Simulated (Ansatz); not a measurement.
LiH (NiAs type), relaxed with r2SCAN: 4 runs in the plane-wave code Ansatz, each a calculation of independent-particle optics. The symmetry is P6_3/mmc (No. 194, hexagonal); a = 2.782 Å, c = 4.873 Å in the conventional setting, 8.16 Å³ an atom. Li is surrounded by 6 H at 2.02 Å; H is surrounded by 6 Li at 2.02 Å. The calculation is spin-unpolarised, and the structure need not be a phase that has been made.

```
Li H
1.0
     2.78155    0.00000    0.00000
    -1.39077    2.40889    0.00000
     0.00000    0.00000    4.87296
Li H
2 2
Direct
  0.00000 0.00000 0.00000
  0.00000 0.00000 0.50000
  0.33333 0.66667 0.25000
  0.66667 0.33333 0.75000
```

On meshes this coarse, single peaks can be features of the mesh. No local fields, no excitons; the zone sum runs over the cells of the mesh, and ε∞ includes the bands left out of the spectrum. Up to four peaks are listed, those above 15 % of the tallest and inside the complete range; the four can differ from row to row. Rows marked drawn have settings drawn at random (some not listed).

| functional | k mesh | broadening (eV) | scissors (eV) | range (eV) | settings | direct gap on the mesh before scissors (eV) | ε∞ xx | ε∞ yy | ε∞ zz | complete up to (eV) | tallest peaks of mean ε₂ (eV) |
| --- | --- | --- | --- | --- | --- | --- | --- | --- | --- | --- | --- |
| PBE | 9×9×4 | 0.1 | 0.00 | 0–19 | chosen | 5.00 | 4.02 | 4.02 | 3.91 | 19.0 | 5.30 5.45 6.40 8.40 |
| PBE | 9×9×4 | 0.1 | 1.08 (to HSE06) | 0–19 | chosen | 5.00 | 3.59 | 3.59 | 3.51 | 19.0 | 6.35 7.50 9.45 |
| r2SCAN | 12×12×6 | 0.05 | 2.50 | 0–15 | drawn | 5.63 | 2.91 | 2.91 | 2.87 | 15.0 | 8.60 9.60 11.60 |

**Question.** Estimate from these rows what the further settings give.

| functional | k mesh | broadening (eV) | scissors (eV) | range (eV) | settings |
| --- | --- | --- | --- | --- | --- |
| r2SCAN | 9×9×4 | 0.1 | 0.00 | 0–19 | chosen |

**Answer.**
```
functional  k mesh  broadening (eV)  scissors (eV)  range (eV)  settings  direct gap on the mesh before scissors (eV)  ε∞ xx  ε∞ yy  ε∞ zz  complete up to (eV)  tallest peaks of mean ε₂ (eV)
    r2SCAN   9×9×4              0.1           0.00        0–19    chosen                                         5.65   3.55   3.55   3.48                 19.0            5.95 6.10 7.15 9.15
```

The fundamental gap is indirect (4.48 eV with PBE on 9×9×4); the table holds the direct one.
